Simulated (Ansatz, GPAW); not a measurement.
TiAl and the effect of the Hubbard U on Ti d

Symmetry: P4/mmm, No. 123, tetragonal system. Conventional cell: a = 2.837 Å, b = 2.837 Å, c = 4.059 Å, α = 90.00°, β = 90.00°, γ = 90.00°. Ti (site symmetry 4/mmm) has 4 Ti at 2.84 Å and 8 Al at 2.85 Å as nearest neighbours. Al (site symmetry 4/mmm) is surrounded by 4 Al at 2.84 Å and 8 Ti at 2.85 Å.

Kept alike: task density of states; functional PBE; k mesh 9 × 9 × 7; occupations fermi-dirac, width 0.05 eV; no spin polarisation. Program: Ansatz, Ansatz PAW, cutoff 420 eV. The mesh is that of the run's cell of 2 atoms. No spin-orbit coupling.

| run | pressure (GPa) |
| --- | --- |
| A | -0.65 |
| B | 5.15 |
| C | 1.54 |
| D | 11.40 |
| E | 3.07 |
| F | 21.46 |
| G | 7.99 |

Pressure is positive in compression, with a Pulay correction for the finite cutoff. U acts here on a shell without spin polarisation. For a metal such a mesh leaves the last digits unconverged. How U acts hangs on the program's projectors. U is the effective U - J on orthogonalised atomic projectors. Double counting: fully localised limit (the default).

Task: The runs differ in the Hubbard U on Ti d alone: 0; 2; 3; 4; 5; 6; 8 eV. Which run is which?

Result: Run A is 0 eV; run B is 4 eV; run C is 2 eV; run D is 6 eV; run E is 3 eV; run F is 8 eV; run G is 5 eV. The pressure rises from -0.65 to 21.46 GPa between 0 and 8 eV. A twin series (GPAW, GPAW PAW data sets (gpaw-data 1.2.1)) moves it by +14.648 between 0 and 8, against +22.114 GPa here.
